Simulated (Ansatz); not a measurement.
Wanted: the native input for an Ansatz 0.2.0 run.

* Task: band structure
* Functional: PBEsol
* Potentials or basis: all-electron LAPW, scalar-relativistic
* Cutoff: 189 eV (chosen from the basis error)
* Basis error allowed: 0.001 eV/atom
* k mesh: 12 × 12 × 11
* Occupations: fermi-dirac, width 0.05 eV
* Spin: no spin polarisation

The system is Si.

```
Si
1.0
     2.62054    0.00000    0.00000
    -1.31027    2.26946    0.00000
     0.00000    0.00000    2.46635
Si
1
Direct
  0.00000 0.00000 0.00000
```

This isn't the form of Si at room conditions, which is diamond.

These files were run (other wordings do the same):

input.yaml

```yaml
crystal:
  lattice:
    - [2.6205428149, 0.0, 0.0]
    - [-1.3102714075, 2.2694566494, 0.0]
    - [0.0, 0.0, 2.46635439]
  atoms:
    - { symbol: Si, position: [0.0, 0.0, 0.0] }
kpoints:
  mp_grid: { grid: [12, 12, 11] }
  band_path:
    path:
      - [0.0, 0.0, 0.0]
      - [0.5, 0.0, 0.0]
      - [0.3333333333, 0.3333333333, 0.0]
      - [0.0, 0.0, 0.0]
      - [0.0, 0.0, 0.5]
      - [0.5, 0.0, 0.5]
      - [0.3333333333, 0.3333333333, 0.5]
      - [0.0, 0.0, 0.5]
    npoints: 6
scf:
  occupations: { method: fermi_dirac, width: 0.05 }
hamiltonian:
  xc: pbesol
  pseudopotentials: { kind: all_electron, lapw: { basis_error: 0.001 } }
output:
  forces: true
  stress: true
  eigenvalues: true
```

Potentials or basis: all-electron LAPW, scalar-relativistic.

Launch:

```console
$ ansatz run input.yaml --threads 1 --pin off --max-ram 3072MiB --backend cpu --events-out ev --progress --plain --runs-dir out
```

Results of the run:

```yaml
Pressure: 0.6 GPa
Band_gap_along_the_path: none (metal or under the smearing width)
```

Wall time 3 s on 1 thread of Arm Neoverse V2 (shared host), peak memory 0.21 GiB.
